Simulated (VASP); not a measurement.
# Al (Fm-3m) in VASP: density of states with PBE

Aim: the density of states of Al with PBE.

Everything below comes from runs of VASP 6.6.1. Logs are shortened: lines on timing, memory, paths and dates and some standing lists are left out, and cuts for length are marked.

### 1 The crystal as given

The structure is cubic, space group Fm-3m (No. 225). The conventional cell has a = 4.049 Å, b = 4.049 Å, c = 4.049 Å, α = 90.00°, β = 90.00°, γ = 90.00°. Al (site symmetry m-3m) is surrounded by 12 Al at 2.86 Å.

### 2 Density of states, PBE

The input, POSCAR:

```
Al                                      
1.0
    0.0000000000      2.0244562561      2.0244562561
    2.0244562561      0.0000000000      2.0244562561
    2.0244562561      2.0244562561      0.0000000000
  Al            
     1
Direct
     0.0000000000000000    0.0000000000000000    0.0000000000000000
```

The input, INCAR.step1:

```
ALGO = Normal
EDIFF = 1E-7
ENCUT = 520
GGA = PE
ISIF = 2
ISMEAR = 0
LASPH = True
LCHARG = True
LREAL = False
LWAVE = False
NELM = 100
PREC = Accurate
SIGMA = 0.1
```

The input, KPOINTS.step1:

```
k-points
0
Gamma
  6 6 6
```

The input, INCAR.step2:

```
ALGO = Normal
EDIFF = 1E-7
ENCUT = 520
GGA = PE
ICHARG = 11
ISIF = 2
ISMEAR = -5
LASPH = True
LCHARG = False
LORBIT = 11
LREAL = False
LWAVE = False
NEDOS = 1001
NELM = 100
PREC = Accurate
SIGMA = 0.1
```

The input, KPOINTS.step2:

```
k-points
0
Gamma
  9 9 9
```

Potentials or basis: VASP PAW PBE potentials, release 64 (Al).

The run is started by

```bash
cat potpaw_PBE.64/Al/POTCAR > POTCAR
cp INCAR.step1 INCAR
cp KPOINTS.step1 KPOINTS
mpirun -np 1 vasp_std > vasp.out
cp INCAR.step2 INCAR
cp KPOINTS.step2 KPOINTS
mpirun -np 1 vasp_std > vasp.out
```

OUTCAR:

```text
EDIFF = 1E-7
   ENCUT = 520
   GGA = PE
   ICHARG = 11
   ISIF = 2
   ISMEAR = -5
   LASPH = True
   LORBIT = 11
   LREAL = False
   NELM = 100
   PREC = Accurate

 ion  position               nearest neighbor table
   1  0.000  0.000  0.000-

  LATTYP: Found a face centered cubic cell.
 ALAT       =     4.0489125122

  Lattice vectors:

 A1 = (   0.0000000000,   2.0244562561,   2.0244562561)
 A2 = (   2.0244562561,   0.0000000000,   2.0244562561)
 A3 = (   2.0244562561,   2.0244562561,   0.0000000000)

Analysis of symmetry for initial positions (statically):
=====================================================================
 Subroutine PRICEL returns:
 Original cell was already a primitive cell.

 Routine SETGRP: Setting up the symmetry group for a
 face centered cubic supercell.

 Subroutine GETGRP returns: Found 48 space group operations
 (whereof 48 operations were pure point group operations)
 out of a pool of 48 trial point group operations.

The static configuration has the point symmetry O_h .

Analysis of symmetry for dynamics (positions and initial velocities):
=====================================================================
 Subroutine PRICEL returns:
 Original cell was already a primitive cell.

 Routine SETGRP: Setting up the symmetry group for a
 face centered cubic supercell.

 Subroutine GETGRP returns: Found 48 space group operations
 (whereof 48 operations were pure point group operations)
 out of a pool of 48 trial point group operations.

The dynamic configuration has the point symmetry O_h .

 Subroutine INISYM returns: Found 48 space group operations
 (whereof 48 operations are pure point group operations),
 and found     1 'primitive' translations

----------------------------------------------------------------------------------------

                                     Primitive cell

  volume of cell :      16.5942

  direct lattice vectors                    reciprocal lattice vectors
     0.000000000  2.024456256  2.024456256    -0.246979898  0.246979898  0.246979898
     2.024456256  0.000000000  2.024456256     0.246979898 -0.246979898  0.246979898
     2.024456256  2.024456256  0.000000000     0.246979898  0.246979898 -0.246979898

  length of vectors
     2.863013494  2.863013494  2.863013494     0.427781732  0.427781732  0.427781732

  position of ions in fractional coordinates (direct lattice)
     0.000000000  0.000000000  0.000000000

  ion indices of the primitive-cell ions
[... 79 lines left out ...]
   NSW    =      0    number of steps for IOM
   IBRION =     -1    ionic relax: 0-MD 1-quasi-New 2-CG
   NFREE  =      0    steps in history (QN), initial steepest desc. (CG)
   ISIF   =      2    stress and relaxation
   ISYM   =      2    0-nonsym 1-usesym 2-fastsym
   POTIM  = 0.5000    time-step for ionic-motion
   TEBEG  =    0.0;   TEEND  =   0.0 temperature during run
   PSTRESS=    0.0 pullay stress
   NELECT =       3.0000    total number of electrons
   NUPDOWN=      -1.0000    fix difference up-down
   EMIN   =  10.00;   EMAX   =-10.00  energy-range for DOS
   EFERMI =   0.00;   METHOD = LEGACY
   ISMEAR =    -5;   SIGMA  =   0.10  broadening in eV -4-tet -1-fermi 0-gaus
   EFERMI_NEDOS =   21; number of points for ismear=-14 and -15
   IALGO  =     38    algorithm
   IMIX   =      4    mixing-type and parameters
     AMIX     =   0.40;   BMIX     =  1.00
     AMIX_MAG =   1.60;   BMIX_MAG =  1.00
  volume/ion in A,a.u.               =      16.59       111.98
  Fermi-wavevector in a.u.,A,eV,Ry     =   0.925686  1.749292 11.658749  0.856894
  Thomas-Fermi vector in A             =   2.051567
   LORBIT       =     11    0 simple, 1 ext, 2 COOP (PROOUT), +10 PAW based schemes
   GGA     = PE    functional components
   LHFCALC =     F    Hartree Fock is set to
   AEXX    =    0.0000 exact exchange contribution
   IVDW    =     0    specifies the selected vdW correction
   LEPSILON=     F    determine dielectric tensor
   LRPA    =     F    only Hartree local field effects (RPA)
 non-spin polarized calculation
 Fermi weights with tetrahedron method with Bloechl corrections
  energy-cutoff  :      520.00
  volume of cell :       16.59
 maximum number of plane-waves:       459
 NGX is ok and might be reduce to    24

 number of electron       3.0000000 magnetization

 Free energy of the ion-electron system (eV)
  ---------------------------------------------------
  ext. energy  EPLUGINS =         0.00000000
  ---------------------------------------------------
  free energy    TOTEN  =        -3.72732868 eV

  energy without entropy =       -3.72732868  energy(sigma->0) =       -3.72732868

 E-fermi :   7.9259     XC(G=0): -10.1765

 val. band max:        7.9469282528   @ k =  -0.4444   0.3333   0.1111
 cond. band min:       7.7264845011   @ k =  -0.3333   0.4444   0.1111
 fundamental gap:     -0.2204437517
 Fermi energy:         7.9259256465

 k-point     1 :       0.0000    0.0000    0.0000
  band No.  band energies     occupation
      1      -3.1551      2.00000
      2      20.5272      0.00000
      3      20.5272      0.00000
      4      20.5272      0.00000
      5      21.9779      0.00000
[... 177 lines left out ...]
 k-point    24 :       0.4444    0.4444    0.0000
  band No.  band energies     occupation
      1       3.7602      2.00000
      2       7.8037      0.97439
      3      13.3050      0.00000
      4      13.6032      0.00000
      5      13.6032      0.00000

 [... further k-points ...]

------------------------ aborting loop because EDIFF is reached ----------------------------------------

  FORCE on cell =-STRESS in cart. coord.  units (eV):
  Direction    XX          YY          ZZ          XY          YZ          ZX
  --------------------------------------------------------------------------------------
  -------------------------------------------------------------------------------------
  Total       -0.1710275     -0.1710275     -0.1710275      0.0000000      0.0000000      0.0000000
  in kB      -16.5128238    -16.5128238    -16.5128238      0.0000000      0.0000000      0.0000000
  external PRESSURE =     -16.5128238 kB  Pullay stress =       0.0000000 kB

 VOLUME and BASIS-vectors are now :
 -----------------------------------------------------------------------------
  energy-cutoff  :      520.00
  volume of cell :       16.59
      direct lattice vectors                 reciprocal lattice vectors
     0.000000000  2.024456256  2.024456256    -0.246979898  0.246979898  0.246979898
     2.024456256  0.000000000  2.024456256     0.246979898 -0.246979898  0.246979898
     2.024456256  2.024456256  0.000000000     0.246979898  0.246979898 -0.246979898

 POSITION                                       TOTAL-FORCE (eV/Angst)
 -----------------------------------------------------------------------------------
      0.00000      0.00000      0.00000         0.000000      0.000000     -0.000000
 -----------------------------------------------------------------------------------
    total drift:                               -0.000000     -0.000000     -0.000000

  FREE ENERGIE OF THE ION-ELECTRON SYSTEM (eV)
  ---------------------------------------------------
  free  energy   TOTEN  =        -3.7273286830 eV

  energy  without entropy=       -3.7273286830  energy(sigma->0) =       -3.72732868

 total charge

# of ion       s       p       d       tot
------------------------------------------
    1        0.418   0.342   0.000   0.760
```

OUTCAR.step1:

```text
EDIFF = 1E-7
   ENCUT = 520
   GGA = PE
   ISIF = 2
   ISMEAR = 0
[... 335 lines left out ...]

 POSITION                                       TOTAL-FORCE (eV/Angst)
 -----------------------------------------------------------------------------------
      0.00000      0.00000      0.00000         0.000000     -0.000000     -0.000000
 -----------------------------------------------------------------------------------
    total drift:                                0.000000     -0.000000     -0.000000

  FREE ENERGIE OF THE ION-ELECTRON SYSTEM (eV)
  ---------------------------------------------------
  free  energy   TOTEN  =        -3.8126367706 eV

  energy  without entropy=       -3.8092058074  energy(sigma->0) =       -3.81092129
```

OSZICAR.step1:

```text
N       E                     dE             d eps       ncg     rms          rms(c)
DAV:   1    -0.218367381813E+01   -0.21837E+01   -0.83537E+02   165   0.322E+02
DAV:   2    -0.382232872776E+01   -0.16387E+01   -0.16386E+01   210   0.297E+01
DAV:   3    -0.383478123014E+01   -0.12453E-01   -0.12439E-01   215   0.290E+00
DAV:   4    -0.383483691203E+01   -0.55682E-04   -0.55682E-04   220   0.194E-01
DAV:   5    -0.383483703988E+01   -0.12786E-06   -0.12814E-06   230   0.936E-03    0.127E+00
DAV:   6    -0.382193113373E+01    0.12906E-01   -0.16882E-03   190   0.307E-01    0.734E-01
DAV:   7    -0.381264375418E+01    0.92874E-02   -0.50149E-03   200   0.497E-01    0.143E-01
DAV:   8    -0.381263852431E+01    0.52299E-05   -0.22162E-05   220   0.483E-02    0.733E-03
DAV:   9    -0.381263720492E+01    0.13194E-05   -0.81095E-07   200   0.619E-03    0.100E-03
DAV:  10    -0.381263681513E+01    0.38979E-06   -0.40999E-09   150   0.682E-04    0.611E-04
DAV:  11    -0.381263677057E+01    0.44563E-07   -0.20119E-10   130   0.136E-04
   1 F= -.38126368E+01 E0= -.38109213E+01  d E =-.343096E-02
```

It used 3.1 s of CPU time on 1 thread of Intel(R) Xeon(R) Platinum 8559C (Emerald Rapids), with other jobs on the host, which was overloaded at the time.

Results:

| Item | Value |
| --- | --- |
| Valence electrons inside the program's atomic spheres | Al 0.76 |

Levels at points of the mesh, in eV from the Fermi level:
```tsv
k point	band 1	band 2	band 3	band 4
(0.00, 0.00, 0.00)	-11.08	12.60	12.60	12.60
```

States per cell in windows of 1 eV (zero at the Fermi level; states under -8 eV left out):
```tsv
from (eV)	total	Al1_p	Al1_s	Al1_d
-8.0	0.22	0.02	0.04	0.00
-7.0	0.25	0.02	0.04	0.00
-6.0	0.31	0.03	0.05	0.00
-5.0	0.34	0.04	0.04	0.00
-4.0	0.34	0.05	0.04	0.00
-3.0	0.35	0.05	0.04	0.00
-2.0	0.31	0.05	0.03	0.00
-1.0	0.47	0.07	0.04	0.00
0.0	0.37	0.05	0.04	0.00
1.0	0.43	0.06	0.04	0.00
2.0	0.45	0.06	0.04	0.00
3.0	0.51	0.08	0.05	0.00
4.0	0.51	0.09	0.04	0.00
5.0	0.58	0.12	0.04	0.00
6.0	0.57	0.12	0.03	0.00
7.0	0.55	0.12	0.02	0.00
```

Caveat: the k mesh is coarse (spacing up to 0.45 Å⁻¹), so the values aren't converged; tetrahedron occupations give inexact forces and stress in metals.
